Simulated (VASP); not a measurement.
GeH4, 5 atoms in the cell. The cell holds a molecule in a box, 5 atoms: a = 12.801 Å, b = 13.301 Å, c = 13.801 Å, α = 90.00°, β = 90.00°, γ = 90.00°. 

```yaml
Program: VASP 6.6.1
Task: single point
Functional: HSE06
Dispersion: D3(BJ)
Potentials_or_basis: VASP PAW PBE potentials, release 64 (Ge_d, H)
Cutoff: 400 eV
k_mesh: 1 × 1 × 1
Occupations: gaussian, width 0.01 eV
Spin: no spin polarisation
Grid_for_exact_exchange_PRECFOCK: Fast
Screening_parameter: 0.2 1/A
Further_INCAR_settings: ALGO = Damped; EDIFF = 1e-06; ISYM = 0
```

Potentials or basis: VASP PAW PBE potentials, release 64 (Ge_d, H).

Run with:

```bash
$ cat potpaw_PBE.64/Ge_d/POTCAR potpaw_PBE.64/H/POTCAR > POTCAR
$ cp INCAR.step1 INCAR
$ mpirun -np 4 vasp_gam > vasp.out
$ cp INCAR.step2 INCAR
$ mpirun -np 4 vasp_gam > vasp.out
```

Hardware: 4 MPI ranks on Intel(R) Xeon(R) Platinum 8488C (Sapphire Rapids), on a shared host.

**Question.** How long does it take, and how much memory?

**Answer.** It took 78 s on 4 MPI ranks on Intel(R) Xeon(R) Platinum 8488C (Sapphire Rapids), on a shared host, peak memory 0.61 GiB a rank. Counts: scf iterations 14, k points 1.
